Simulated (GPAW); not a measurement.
# Ag (Fm-3m) in GPAW: convergence with basis set

Aim: find how far basis set must go before the results for Ag settle, at RPBE. This setting moves, with any that are tied to it; all else stays.

All numbers are computed with GPAW 26.7.0; they aren't measurements. Logs are shortened: lines on timing, memory, paths and dates and some standing lists are left out, and cuts for length are marked. The log counts tension as positive stress, the text compression.

**1. The structure**

It takes space group Fm-3m (No. 225, cubic). Conventional cell: a = 4.085 Å, b = 4.085 Å, c = 4.085 Å, α = 90.00°, β = 90.00°, γ = 90.00°. Ag (site symmetry m-3m) is surrounded by 12 Ag at 2.89 Å.

**2. With basis set lcao:sz(dzp)**

The input, run.py:

```python
from ase.dft.bandgap import bandgap
from ase.io import read, write
from gpaw import GPAW

atoms = read('POSCAR')

calc = GPAW(mode='lcao',
            h=0.16,
            basis='sz(dzp)',
            xc='RPBE',
            kpts={'size': (11, 11, 11), 'gamma': True},
            occupations={'name': 'fermi-dirac', 'width': 0.05},
            convergence={'density': 1e-05, 'energy': 1e-05},
            maxiter=100,
            txt='gpaw.txt')
atoms.calc = calc
energy = atoms.get_potential_energy()
forces = atoms.get_forces()
calc.write('gs.gpw')
write('result.traj', atoms)
print(f'Energy: {energy:.6f} eV')
print('Forces (eV/A):')
print(forces.round(4))
print('Fermi level:', round(calc.get_fermi_level(), 4), 'eV')
print(f'Gap: {bandgap(calc)[0]:.4f} eV, direct: {bandgap(calc, direct=True)[0]:.4f} eV')
```

The input, POSCAR:

```
Ag
1.0
    0.0000000000      2.0427500000      2.0427500000
    2.0427500000      0.0000000000      2.0427500000
    2.0427500000      2.0427500000      0.0000000000
Ag
1
Direct
    0.0000000000      0.0000000000      0.0000000000
```

Potentials or basis: the program's PAW data sets (release 1.2.1) made for this functional, lcao:sz(dzp).

Launch:

```sh
> OMP_NUM_THREADS=1 python run.py
```

gpaw.txt:

```text
__  _  _
 | _ |_)|_||  |
 |__||  | ||/\| - 26.7.0

Input parameters:
  mode=LCAO(),
  basis={'default': 'sz(dzp)'},
  convergence={'density': 1e-05, 'energy': 1e-05},
  h=0.16,
  kpts=MonkhorstPack(size=(11, 11, 11), gamma=True),
  maxiter=100,
  occupations=Occupations(name='fermi-dirac', width=0.05),
  xc=XC(name='RPBE')

       Ag

Atoms  # Å, Bohr magnetons
|   | symbol |        x |        y |        z |    initial magnetic moments |
|---|--------|----------|----------|----------|-----------------------------|
| 0 |     Ag | 0.000000 | 0.000000 | 0.000000 | ( 0.0000,  0.0000,  0.0000) |

Unit cell  # Å
| periodic |        x |        y |        z |  lengths |    angles |
|----------|----------|----------|----------|----------|-----------|
|      yes | 0.000000 | 2.042750 | 2.042750 | 2.888885 | 60.000000 |
|      yes | 2.042750 | 0.000000 | 2.042750 | 2.888885 | 60.000000 |
|      yes | 2.042750 | 2.042750 | 0.000000 | 2.888885 | 60.000000 |

Number of symmetries: 48
[... 51 lines left out ...]

BZ-sampling:
  Number of BZ points: 1331
  Number of IBZ points: 56

  Monkhorst-Pack size: [11, 11, 11]
  Monkhorst-Pack shift: [0, 0, 0]

K-points  # in reciprocal-cell coordinates
|     |                                coordinates |     weight |
|-----|--------------------------------------------|------------|
|   0 | (  0.00000000,   0.00000000,   0.00000000) | 0.00075131 |
|   1 | (  0.09090909,   0.09090909,   0.00000000) | 0.00450789 |
|   2 | (  0.09090909,   0.09090909,   0.09090909) | 0.00601052 |
|   3 | (  0.18181818,   0.09090909,   0.09090909) | 0.00901578 |
|   4 | (  0.18181818,   0.18181818,   0.00000000) | 0.00450789 |
|   5 | (  0.18181818,   0.18181818,   0.09090909) | 0.01803156 |
|   6 | (  0.18181818,   0.18181818,   0.18181818) | 0.00601052 |
|   7 | (  0.27272727,   0.18181818,   0.09090909) | 0.01803156 |
|   8 | (  0.27272727,   0.18181818,   0.18181818) | 0.01803156 |
|   9 | (  0.27272727,   0.27272727,   0.00000000) | 0.00450789 |
| ... |                                            |            |
|  55 | (  0.45454545,   0.45454545,   0.45454545) | 0.00601052 |

basis functions: 12
Spin-components: 1 (collinear spins)
Bands:           12
Projectors:      6
Spin-degeneracy: 2
Datatype:        <class 'complex'>

Parallelization:
  kpt:    1
  domain: 1
  band:   1

Density:
  Valence electrons: 17.0
  Components: 1
  Grid points: [16 16 16]
  Charge: 0.0  # |e|

Potential:
  Grid points: [16 16 16]

species:
  Ag:
    name:    Silver
    Z:       47.0
    valence: 17
    core:    30
    charge:  0.0  # [|e|]
    compensation charges:
      type: gauss
      rc: 0.40  # [Å]
      lmax: 2
    cutoffs:
      filter: 2.35  # [Å]
      core: 2.19  # [Å]
    projectors
    | kind |    occ | energy [eV] | rcut [Å] |
    |------|--------|-------------|----------|
    |   5s |  1.000 |      -4.277 |    1.286 |
    |   4p |  6.000 |     -58.523 |    1.328 |
    |   5p |  0.000 |      -0.755 |    1.328 |
    |   4d | 10.000 |      -7.386 |    1.180 |
    |    s |        |      22.934 |    1.286 |
    |    d |        |      19.826 |    1.180 |

    LCAO basis set for Ag:
      Name: sz(dzp)
      File: <dir>
      Number of radial functions: 4
      Number of spherical harmonics: 12
        l=0, rc=9.2812 Bohr: 5s-sz confined orbital
        l=1, rc=3.3750 Bohr: 4p-sz confined orbital
        l=1, rc=14.2344 Bohr: 5p-sz confined orbital
        l=2, rc=5.4531 Bohr: 4d-sz confined orbital
[... 107 lines left out ...]
|-----|--------------------------------------------|------------|
|   0 | (  0.00000000,   0.00000000,   0.00000000) | 0.00075131 |
|   1 | (  0.09090909,   0.09090909,   0.00000000) | 0.00450789 |
|   2 | (  0.09090909,   0.09090909,   0.09090909) | 0.00601052 |
|   3 | (  0.18181818,   0.09090909,   0.09090909) | 0.00901578 |
|   4 | (  0.18181818,   0.18181818,   0.00000000) | 0.00450789 |
|   5 | (  0.18181818,   0.18181818,   0.09090909) | 0.01803156 |
|   6 | (  0.18181818,   0.18181818,   0.18181818) | 0.00601052 |
|   7 | (  0.27272727,   0.18181818,   0.09090909) | 0.01803156 |
|   8 | (  0.27272727,   0.18181818,   0.18181818) | 0.01803156 |
|   9 | (  0.27272727,   0.27272727,   0.00000000) | 0.00450789 |
| ... |                                            |            |
|  55 | (  0.45454545,   0.45454545,   0.45454545) | 0.00601052 |

basis functions: 12
Spin-components: 1 (collinear spins)
Bands:           12
Projectors:      6
Spin-degeneracy: 2
Datatype:        <class 'complex'>

Parallelization:
  kpt:    1
  domain: 1
  band:   1

Density:
  Valence electrons: 17.0
  Components: 1
  Grid points: [16 16 16]
  Charge: 0.0  # |e|

Potential:
  Grid points: [16 16 16]

species:
  Ag:
    name:    Silver
    Z:       47.0
    valence: 17
    core:    30
    charge:  0.0  # [|e|]
    compensation charges:
      type: gauss
      rc: 0.40  # [Å]
      lmax: 2
    cutoffs:
      filter: 2.35  # [Å]
      core: 2.19  # [Å]
    projectors
    | kind |    occ | energy [eV] | rcut [Å] |
    |------|--------|-------------|----------|
    |   5s |  1.000 |      -4.277 |    1.286 |
    |   4p |  6.000 |     -58.523 |    1.328 |
    |   5p |  0.000 |      -0.755 |    1.328 |
    |   4d | 10.000 |      -7.386 |    1.180 |
    |    s |        |      22.934 |    1.286 |
    |    d |        |      19.826 |    1.180 |

    LCAO basis set for Ag:
      Name: sz(dzp)
      File: <dir>
      Number of radial functions: 4
      Number of spherical harmonics: 12
        l=0, rc=9.2812 Bohr: 5s-sz confined orbital
        l=1, rc=3.3750 Bohr: 4p-sz confined orbital
        l=1, rc=14.2344 Bohr: 5p-sz confined orbital
        l=2, rc=5.4531 Bohr: 4d-sz confined orbital
      Number of RI-basis functions 0

Reference energy: -144606.334825  # eV

eigensolver:
  <gpaw.new.lcao.eigensolver.LCAOEigensolver object>
density mixing:
  MSR1-Mixer
  Pratt-step length: 0.05
  Maximum mixing coefficient: 0.75
  Old densities: 10
  SVD Regularization: 0.005
  Good broyden scale: 1.0
  Trust region scale: 1.0
  Backstep threshold: 4.0
  History deletion threshold: 6.0
  Fourier metric: weight=20.0, sigma=0.015

occupation numbers:
  Fermi-Dirac:
    width: 0.0500  # eV

FastPoissonSolver using
    Stencil: 12*3+1=37 point O(h^6) finite-difference Laplacian
    FFT axes: [np.int64(0), np.int64(1), np.int64(2)]
    FST axes: []

xc functional:
  name: RPBE with 2 nearest neighbor stencil
interpolation: tri-quintic # 5. degree polynomial

convergence criteria:
- Maximum integral of absolute [dens]ity change: 1e-05 electrons / valence electron
- Maximum [total energy] change in last 3 cyles: 1e-05 eV / valence electron
- Maximum integral of absolute [eigenst]ate change: 4e-08 eV^2 / valence electron
maximum number of iterations: 100

SCF iterations
|iter     | |      energy | eigst |  dens |
|---------|-|-------------|-------|-------|
|iter:   1| |   -2.154709 |      c|       |
|iter:   2| |   -2.079002 |      c| -1.30 |
|iter:   3| |   -1.708372 |      c| -1.34 |
|iter:   4| |   -1.703336 |      c| -2.23 |
|iter:   5| |   -1.703011 |      c| -2.92 |
|iter:   6| |   -1.703005 |      c| -3.69 |
|iter:   7| |   -1.703005c|      c| -5.05c|

Converged in 7 steps
Energy contributions relative to reference atoms: (reference = -144606.334825)

Energy contributions:
  Kinetic:         -35.764160
  Coulomb:          33.617866
  Zero:             -0.024214
  External:          0.000000
  Xc:                0.469215
  Entropy:          -0.003422
  Spinorbit:         0.000000
  ----------------------------
  Free energy:      -1.704716
  Extrapolated:     -1.703005

dipole moment: (-12.933483, -12.933483, -12.933483)  # |e|*Ang

Fermi level: 8.654
Eigenvalues  # (at kpt = [0.000, 0.000, 0.000])
| band index |      eig [eV] | occ [0-2] |
|------------|---------------|-----------|
|          0 |       -47.574 |     2.000 |
|          1 |       -47.573 |     2.000 |
|          2 |       -47.573 |     2.000 |
|          3 |         0.736 |     2.000 |
|          4 |         3.321 |     2.000 |
|          5 |         3.322 |     2.000 |
|          6 |         3.322 |     2.000 |
|          7 |         4.319 |     2.000 |
|          8 |         4.319 |     2.000 |
|          9 |        33.734 |     0.000 |
|         10 |        33.738 |     0.000 |
|         11 |        33.738 |     0.000 |

No gap
No difference between direct/indirect transitions

Forces  # eV/Ang
|        x |       y |        z |
|----------|---------|----------|
| -0.00000 | 0.00000 | -0.00000 |  # Ag   0

# Writing to gs.gpw (mode='')
```

stdout:

```text
Energy: -1.703005 eV
Forces (eV/A):
[[-0.  0. -0.]]
Fermi level: 8.6545 eV
Gap: 0.0000 eV, direct: 0.0000 eV
```

It took 4.7 min on 1 thread of Arm Neoverse V2, shared host; peak memory 0.18 GiB.

Results:

```yaml
Free_energy: -1.7047 eV
Band_gap_on_the_k_mesh: none (metal or under the smearing width)
```

**3. With basis set lcao:szp(dzp)**

run.py, as its differences from that of step 2:

```diff
@@ -8,3 +8,3 @@
             h=0.16,
-            basis='sz(dzp)',
+            basis='szp(dzp)',
             xc='RPBE',
```

POSCAR is that of step 2.

Potentials or basis: the program's PAW data sets (release 1.2.1) made for this functional, lcao:szp(dzp).

Launch:

```sh
> OMP_NUM_THREADS=1 python run.py
```

Run time: 7.6 min. Hardware: 1 thread of Arm Neoverse V2, shared host; peak memory 0.19 GiB.

Results:

| Property | Result |
| --- | --- |
| Free energy | -1.7498 eV |
| Band gap on the k mesh | none (metal or under the smearing width) |

**4. With basis set lcao:dz(dzp)**

run.py, as its differences from that of step 3:

```diff
@@ -8,3 +8,3 @@
             h=0.16,
-            basis='szp(dzp)',
+            basis='dz(dzp)',
             xc='RPBE',
```

POSCAR is that of step 3.

Potentials or basis: the program's PAW data sets (release 1.2.1) made for this functional, lcao:dz(dzp).

Launch:

```sh
> OMP_NUM_THREADS=1 python run.py
```

Wall time 7.8 min (1 thread of Arm Neoverse V2, shared host); peak memory 0.21 GiB.

What came out:

| Item | Value |
| --- | --- |
| Free energy | -1.9727 eV |
| Band gap on the k mesh | none (metal or under the smearing width) |

**5. With basis set lcao:dzp**

run.py, as its differences from that of step 4:

```diff
@@ -8,3 +8,3 @@
             h=0.16,
-            basis='dz(dzp)',
+            basis='dzp',
             xc='RPBE',
```

POSCAR is that of step 4.

Potentials or basis: the program's PAW data sets (release 1.2.1) made for this functional, lcao:dzp.

Launch:

```sh
> OMP_NUM_THREADS=1 python run.py
```

Wall time 5.6 min (1 thread of Arm Neoverse V2, shared host).

The calculation hadn't finished when its time ran out.

**6. The series at a glance**

```
    basis set  energy less the tightest run, at zero smearing (meV/atom)  SCF cycles  CPU time (s)  peak memory (GiB)
 lcao:sz(dzp)                                                     268.29           7           280               0.18
lcao:szp(dzp)                                                     223.22           8           450               0.19
 lcao:dz(dzp)                                                       0.00           8           470               0.21
     lcao:dzp                                      timed out after 330 s           -             -                  -
```

Not settled before the last step: the energy (to 1 meV/atom). The tightest run that finished is the yardstick and may itself not be fully converged.

Caveats: the real-space grid adds noise to forces; the basis of atomic orbitals isn't converged, which shifts pressures, moduli and gaps.
